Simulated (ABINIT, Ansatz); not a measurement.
# KBr (Fm-3m): modes at Γ and the response to a field, part 2 of 3

Which modes does KBr (Fm-3m) have at the zone centre?

ABINIT 10.8.3; DFT LDA, scalar-relativistic, plane waves, PseudoDojo norm-conserving pseudopotentials.

So far. Step 5 (Linear response at Γ): The acoustic modes at Γ come out as far as 0.4 cm⁻¹ from zero, where they should vanish, a small numerical error; the Born charges miss their sum rule by 3.8e-4 e, which is good. The relaxed cell has a = 6.370 Å (conventional setting).

### 6. Modes with the sum rule

anaddb reads the merged derivatives, imposes the acoustic sum rule and charge neutrality, and adds the LO-TO term along chosen directions.

File anaddb.abi:

```
ddb_filepath "gamma_DDB"
output_file "anaddb.abo"
outdata_prefix "anaddb"
asr 1
chneut 1
enunit 2
eivec 1
nph1l 1
qph1l 0.0 0.0 0.0 1.0
dieflag 1
nph2l 3
qph2l 
    1.0 0.0 0.0 0.0
    0.0 0.0 1.0 0.0
    1.0 1.0 1.0 0.0
```

File mrgddb.in:

```
gamma_DDB
merged
2
dfpt_gammao_DS2_DDB
gso_DDB
```

The run is started by

```sh
$ mrgddb < mrgddb.in > mrgddb.log
$ OMP_NUM_THREADS=1 anaddb anaddb.abi > anaddb.log
```

anaddb.abo, the main output file:

```text
[banners, grids, parts of the stress and lines that vanish by symmetry left out]
-outvars_anaddb: echo values of input variables ----------------------

 Flags :
[...]
Dielectric Tensor and Effective Charges
[...]
Effective charge tensors after
[...]
Phonon wavevector (reduced coordinates) :  0.00000  0.00000  0.00000
 Phonon energies in Hartree :
[...]
Phonon energies in meV     :
-  0.000000E+00  0.000000E+00  0.000000E+00  1.612252E+01  1.612252E+01
-  1.612252E+01
 Phonon frequencies in cm-1    :
-  0.000000E+00  0.000000E+00  0.000000E+00  1.300369E+02  1.300369E+02
-  1.300369E+02
 Phonon frequencies in Thz     :
-  0.000000E+00  0.000000E+00  0.000000E+00  3.898409E+00  3.898409E+00
-  3.898409E+00
 Phonon energies in Kelvin  :
-  0.000000E+00  0.000000E+00  0.000000E+00  1.870941E+02  1.870941E+02
-  1.870941E+02
[...]
-  1  0.00000000E+00  0.00000000E+00 -2.14704987E-03
-     0.00000000E+00  0.00000000E+00  0.00000000E+00
-  2  0.00000000E+00  0.00000000E+00 -2.14705090E-03
-     0.00000000E+00  0.00000000E+00  0.00000000E+00
[...]
-  1  0.00000000E+00 -2.14704987E-03  0.00000000E+00
-     0.00000000E+00  0.00000000E+00  0.00000000E+00
-  2  0.00000000E+00 -2.14705090E-03  0.00000000E+00
-     0.00000000E+00  0.00000000E+00  0.00000000E+00
[...]
-  1  2.14704987E-03  0.00000000E+00  0.00000000E+00
-     0.00000000E+00  0.00000000E+00  0.00000000E+00
-  2  2.14705090E-03  0.00000000E+00  0.00000000E+00
-     0.00000000E+00  0.00000000E+00  0.00000000E+00
[...]
-  1  0.00000000E+00  1.53981707E-07  3.06935882E-03
-     0.00000000E+00  0.00000000E+00  0.00000000E+00
-  2  0.00000000E+00  0.00000000E+00 -1.50188545E-03
-     0.00000000E+00  0.00000000E+00  0.00000000E+00
[...]
-  1  0.00000000E+00  3.06935882E-03 -1.53982752E-07
-     0.00000000E+00  0.00000000E+00  0.00000000E+00
-  2  0.00000000E+00 -1.50188545E-03  0.00000000E+00
-     0.00000000E+00  0.00000000E+00  0.00000000E+00
[...]
-  1  3.06935882E-03  0.00000000E+00  0.00000000E+00
-     0.00000000E+00  0.00000000E+00  0.00000000E+00
-  2 -1.50188545E-03  0.00000000E+00  0.00000000E+00
-     0.00000000E+00  0.00000000E+00  0.00000000E+00
[...]
-     1         -0.000000    -0.000000     0.000000     0.000000
-     2         -0.000000     0.000000     0.000000     0.000000
-     3         -0.000000    -0.000000     0.000000     0.000000
-     4          0.000022     0.000074     1.474015     1.474015
-     5          0.000034     1.474015    -0.000074     1.474015
-     6          1.474015    -0.000034    -0.000022     1.474015
[...]
-   1     Real    0.0000E+00  0.0000E+00  0.0000E+00  0.0000E+00  0.0000E+00  0.0000E+00  0.0000E+00
[...]
-   2     Real    0.0000E+00  0.0000E+00  0.0000E+00  0.0000E+00  0.0000E+00  0.0000E+00  0.0000E+00
[...]
-   3     Real    0.0000E+00  0.0000E+00  0.0000E+00  0.0000E+00  0.0000E+00  0.0000E+00  0.0000E+00
[...]
-   4     Real    0.0000E+00  6.3850E-14  2.5370E-05  1.8727E-14  3.7330E-10  1.2727E-09  2.5370E-05
[...]
-   5     Real    1.3565E-14  2.5370E-05  6.3851E-14  5.8665E-10 -2.9431E-14 -1.2728E-09  2.5370E-05
[...]
-   6     Real    2.5370E-05  1.3566E-14  0.0000E+00 -5.8667E-10 -3.7327E-10  0.0000E+00  2.5370E-05
[...]
Phonon at Gamma, with non-analyticity in the
[...]
Phonon energies in Hartree :
[...]
Phonon energies in meV     :
-  0.000000E+00  0.000000E+00  0.000000E+00  1.612252E+01  1.612252E+01
-  2.135721E+01
 Phonon frequencies in cm-1    :
-  0.000000E+00  0.000000E+00  0.000000E+00  1.300369E+02  1.300369E+02
-  1.722575E+02
 Phonon frequencies in Thz     :
-  0.000000E+00  0.000000E+00  0.000000E+00  3.898409E+00  3.898409E+00
-  5.164150E+00
 Phonon energies in Kelvin  :
-  0.000000E+00  0.000000E+00  0.000000E+00  1.870941E+02  1.870941E+02
-  2.478401E+02
[...]
-  1  0.00000000E+00  0.00000000E+00 -2.14704987E-03
-     0.00000000E+00  0.00000000E+00  0.00000000E+00
-  2  0.00000000E+00  0.00000000E+00 -2.14705090E-03
-     0.00000000E+00  0.00000000E+00  0.00000000E+00
[...]
Phonon at Gamma, with non-analyticity in the
[...]
Phonon energies in Hartree :
[...]
Phonon energies in meV     :
-  0.000000E+00  0.000000E+00  0.000000E+00  1.612252E+01  1.612252E+01
-  2.135721E+01
 Phonon frequencies in cm-1    :
-  0.000000E+00  0.000000E+00  0.000000E+00  1.300369E+02  1.300369E+02
-  1.722575E+02
 Phonon frequencies in Thz     :
-  0.000000E+00  0.000000E+00  0.000000E+00  3.898409E+00  3.898409E+00
-  5.164150E+00
 Phonon energies in Kelvin  :
-  0.000000E+00  0.000000E+00  0.000000E+00  1.870941E+02  1.870941E+02
-  2.478401E+02
[...]
Phonon at Gamma, with non-analyticity in the
[...]
Phonon energies in Hartree :
[...]
Phonon energies in meV     :
-  0.000000E+00  0.000000E+00  0.000000E+00  1.612252E+01  1.612252E+01
-  2.135721E+01
 Phonon frequencies in cm-1    :
-  0.000000E+00  0.000000E+00  0.000000E+00  1.300369E+02  1.300369E+02
-  1.722575E+02
 Phonon frequencies in Thz     :
-  0.000000E+00  0.000000E+00  0.000000E+00  3.898409E+00  3.898409E+00
-  5.164150E+00
 Phonon energies in Kelvin  :
-  0.000000E+00  0.000000E+00  0.000000E+00  1.870941E+02  1.870941E+02
-  2.478401E+02
[...]
-  1  9.96617733E-07 -2.14704761E-03 -3.02558857E-06
-     0.00000000E+00  0.00000000E+00  0.00000000E+00
-  2  9.96765176E-07 -2.14704848E-03 -3.02544305E-06
-     0.00000000E+00  0.00000000E+00  0.00000000E+00
[...]
-  1  2.14704961E-03  9.95766190E-07  7.45107244E-07
-     0.00000000E+00  0.00000000E+00  0.00000000E+00
-  2  2.14705049E-03  9.95619718E-07  7.44960652E-07
-     0.00000000E+00  0.00000000E+00  0.00000000E+00
[...]
-  1  3.39047354E-04  1.98088721E-03 -2.31993456E-03
-     0.00000000E+00  0.00000000E+00  0.00000000E+00
-  2 -1.65901192E-04 -9.69279201E-04  1.13518039E-03
-     0.00000000E+00  0.00000000E+00  0.00000000E+00
[...]
-  1  2.48308060E-03 -1.53516392E-03 -9.47916680E-04
-     0.00000000E+00  0.00000000E+00  0.00000000E+00
-  2 -1.21501031E-03  7.51179803E-04  4.63830510E-04
-     0.00000000E+00  0.00000000E+00  0.00000000E+00
[...]
Direction                     Dielectric constant
[...]
0.00000   0.00000   1.00000      4.84161282
   1.00000   1.00000   1.00000      4.84161282
-
```

Run time: 0.81 s. Hardware: 1 thread of Intel Xeon at 2.70GHz, shared host.

Numbers from this step:

```yaml
mean_static_dielectric_constant: 4.842
highest_mode_moved_by_the_lo_to_term: 172.3 cm⁻¹
```

No LO-TO term; unit eigenvectors of the mass-weighted matrix, from anaddb's displacements. The modes at Γ (shares of kinetic energy by element, %):

| mode | frequency (cm⁻¹) | symmetry | K % | Br % |
| --- | --- | --- | --- | --- |
| 1 | 0.0 | acoustic | 33 | 67 |
| 2 | 0.0 | acoustic | 33 | 67 |
| 3 | 0.0 | acoustic | 33 | 67 |
| 4 | 130.0 | T1u | 67 | 33 |
| 5 | 130.0 | T1u | 67 | 33 |
| 6 | 130.0 | T1u | 67 | 33 |

Displacements in mode 4 (130.0 cm⁻¹), the largest set to 1:
```
K1   0.00  0.00  1.00
Br2  0.00  0.00 -0.49
```

Trace of the oscillator strength, degenerate modes summed. Infrared lines, with heights relative to the strongest:

```csv
position (cm⁻¹),lines merged,"IR intensity, relative"
130,3,100
```

Static dielectric tensor (ions relaxed, fixed cell):

```
4.84 0.00 0.00
0.00 4.84 0.00
0.00 0.00 4.84
```

The rule moves no optical mode by more than 0.1 cm⁻¹.

### 7. Sum rules set otherwise (asr 0)

Without the rule the raw error of the acoustic modes shows.

anaddb.abi: that of step 6 with these lines changed.

```diff
@@ -3,4 +3,4 @@
 outdata_prefix "anaddb"
-asr 1
-chneut 1
+asr 0
+chneut 0
 enunit 2
```

mrgddb.in is that of step 6.

anaddb.abo, the main output file:

```text
[banners, grids, parts of the stress and lines that vanish by symmetry left out]
-outvars_anaddb: echo values of input variables ----------------------

 Flags :
[...]
Dielectric Tensor and Effective Charges
[...]
Effective charge tensors after
[...]
Phonon wavevector (reduced coordinates) :  0.00000  0.00000  0.00000
 Phonon energies in Hartree :
[...]
Phonon energies in meV     :
-  4.615717E-02  4.615719E-02  4.615723E-02  1.612265E+01  1.612265E+01
-  1.612265E+01
 Phonon frequencies in cm-1    :
-  3.722827E-01  3.722828E-01  3.722832E-01  1.300380E+02  1.300380E+02
-  1.300380E+02
 Phonon frequencies in Thz     :
-  1.116075E-02  1.116076E-02  1.116077E-02  3.898441E+00  3.898441E+00
-  3.898441E+00
 Phonon energies in Kelvin  :
-  5.356317E-01  5.356319E-01  5.356324E-01  1.870956E+02  1.870956E+02
-  1.870956E+02
[...]
-  1  0.00000000E+00  0.00000000E+00  2.14701639E-03
-     0.00000000E+00  0.00000000E+00  0.00000000E+00
-  2  0.00000000E+00  0.00000000E+00  2.14706728E-03
-     0.00000000E+00  0.00000000E+00  0.00000000E+00
[...]
-  1  0.00000000E+00  2.14701639E-03  0.00000000E+00
-     0.00000000E+00  0.00000000E+00  0.00000000E+00
-  2  0.00000000E+00  2.14706728E-03  0.00000000E+00
-     0.00000000E+00  0.00000000E+00  0.00000000E+00
[...]
-  1  2.14701639E-03  0.00000000E+00  0.00000000E+00
-     0.00000000E+00  0.00000000E+00  0.00000000E+00
-  2  2.14706728E-03  0.00000000E+00  0.00000000E+00
-     0.00000000E+00  0.00000000E+00  0.00000000E+00
[...]
-  1  0.00000000E+00  0.00000000E+00  3.06938224E-03
-     0.00000000E+00  0.00000000E+00  0.00000000E+00
-  2  0.00000000E+00  0.00000000E+00 -1.50186203E-03
-     0.00000000E+00  0.00000000E+00  0.00000000E+00
[...]
-  1  0.00000000E+00  3.06938224E-03  0.00000000E+00
-     0.00000000E+00  0.00000000E+00  0.00000000E+00
-  2  0.00000000E+00 -1.50186203E-03  0.00000000E+00
-     0.00000000E+00  0.00000000E+00  0.00000000E+00
[...]
-  1  3.06938224E-03  0.00000000E+00  0.00000000E+00
-     0.00000000E+00  0.00000000E+00  0.00000000E+00
-  2 -1.50186203E-03  0.00000000E+00  0.00000000E+00
-     0.00000000E+00  0.00000000E+00  0.00000000E+00
[...]
-     1          0.000000     0.000000     0.000249     0.000249
-     2          0.000000     0.000249    -0.000000     0.000249
-     3          0.000249    -0.000000    -0.000000     0.000249
-     4         -0.000000    -0.000000     1.474097     1.474097
-     5          0.000018     1.474097     0.000000     1.474097
-     6          1.474097    -0.000018     0.000000     1.474097
[...]
-   1     Real    0.0000E+00  0.0000E+00  5.7023E-13  0.0000E+00  0.0000E+00  0.0000E+00  5.7023E-13
[...]
-   2     Real    0.0000E+00  5.7023E-13  0.0000E+00  0.0000E+00  0.0000E+00  0.0000E+00  5.7023E-13
[...]
-   3     Real    5.7023E-13  0.0000E+00  0.0000E+00  0.0000E+00  0.0000E+00  0.0000E+00  5.7023E-13
[...]
-   4     Real    0.0000E+00  0.0000E+00  2.5373E-05  0.0000E+00  0.0000E+00  0.0000E+00  2.5373E-05
[...]
-   5     Real    0.0000E+00  2.5373E-05  0.0000E+00  3.1146E-10  0.0000E+00  0.0000E+00  2.5373E-05
[...]
-   6     Real    2.5373E-05  0.0000E+00  0.0000E+00 -3.1146E-10  0.0000E+00  0.0000E+00  2.5373E-05
[...]
Phonon at Gamma, with non-analyticity in the
[...]
Phonon energies in Hartree :
[...]
Phonon energies in meV     :
-  4.615717E-02  4.615719E-02  4.618444E-02  1.612265E+01  1.612265E+01
-  2.135785E+01
 Phonon frequencies in cm-1    :
-  3.722827E-01  3.722828E-01  3.725027E-01  1.300380E+02  1.300380E+02
-  1.722627E+02
 Phonon frequencies in Thz     :
-  1.116075E-02  1.116076E-02  1.116735E-02  3.898441E+00  3.898441E+00
-  5.164304E+00
 Phonon energies in Kelvin  :
-  5.356317E-01  5.356319E-01  5.359482E-01  1.870956E+02  1.870956E+02
-  2.478475E+02
[...]
-  1  0.00000000E+00  0.00000000E+00  2.14701639E-03
-     0.00000000E+00  0.00000000E+00  0.00000000E+00
-  2  0.00000000E+00  0.00000000E+00  2.14706728E-03
-     0.00000000E+00  0.00000000E+00  0.00000000E+00
[...]
Phonon at Gamma, with non-analyticity in the
[...]
Phonon energies in Hartree :
[...]
Phonon energies in meV     :
-  4.615719E-02  4.615723E-02  4.618439E-02  1.612265E+01  1.612265E+01
-  2.135785E+01
 Phonon frequencies in cm-1    :
-  3.722828E-01  3.722832E-01  3.725022E-01  1.300380E+02  1.300380E+02
-  1.722627E+02
 Phonon frequencies in Thz     :
-  1.116076E-02  1.116077E-02  1.116733E-02  3.898441E+00  3.898441E+00
-  5.164304E+00
 Phonon energies in Kelvin  :
-  5.356319E-01  5.356324E-01  5.359475E-01  1.870956E+02  1.870956E+02
-  2.478475E+02
[...]
Phonon at Gamma, with non-analyticity in the
[...]
Phonon energies in Hartree :
[...]
Phonon energies in meV     :
-  4.615718E-02  4.615721E-02  4.618441E-02  1.612265E+01  1.612265E+01
-  2.135785E+01
 Phonon frequencies in cm-1    :
-  3.722828E-01  3.722830E-01  3.725024E-01  1.300380E+02  1.300380E+02
-  1.722627E+02
 Phonon frequencies in Thz     :
-  1.116076E-02  1.116076E-02  1.116734E-02  3.898441E+00  3.898441E+00
-  5.164304E+00
 Phonon energies in Kelvin  :
-  5.356318E-01  5.356322E-01  5.359478E-01  1.870956E+02  1.870956E+02
-  2.478475E+02
[...]
-  1  1.73904395E-03 -1.05513323E-03 -6.87094897E-04
-     0.00000000E+00  0.00000000E+00  0.00000000E+00
-  2  1.73908502E-03 -1.05515838E-03 -6.87111329E-04
-     0.00000000E+00  0.00000000E+00  0.00000000E+00
[...]
-  1  1.24102505E-03  1.23901955E-03  1.23835248E-03
-     0.00000000E+00  0.00000000E+00  0.00000000E+00
-  2  1.24122466E-03  1.23921911E-03  1.23855203E-03
-     0.00000000E+00  0.00000000E+00  0.00000000E+00
[...]
-  1  3.39030258E-04  1.98091449E-03 -2.31994475E-03
-     0.00000000E+00  0.00000000E+00  0.00000000E+00
-  2 -1.65888974E-04 -9.69270039E-04  1.13515901E-03
-     0.00000000E+00  0.00000000E+00  0.00000000E+00
[...]
-  1  2.48310224E-03 -1.53515994E-03 -9.47942303E-04
-     0.00000000E+00  0.00000000E+00  0.00000000E+00
-  2 -1.21499268E-03  7.51160405E-04  4.63832274E-04
-     0.00000000E+00  0.00000000E+00  0.00000000E+00
[...]
Direction                     Dielectric constant
[...]
0.00000   0.00000   1.00000      4.84182406
   1.00000   1.00000   1.00000      4.84182405
-
```

The job ended after 0.78 s (1 thread).

Zone-centre frequencies as printed; negative means imaginary. Modes:

```
mode  frequency (cm⁻¹)
   1              0.37
   2              0.37
   3              0.37
   4               130
   5               130
   6               130
```

(Continued in part 3 of 3.)

[Host names and launcher messages were left out of these logs when they were recorded.]

[Logs are printed without paths, hosts, clocks, repeated set-up lines and the standing remarks that a program may print on its own settings, such as how far it seeks lower states.]

[Hosts, paths, dates, database ids (printed as entryN), source tags and the programs' standing remarks are cut or masked in the printed files.]
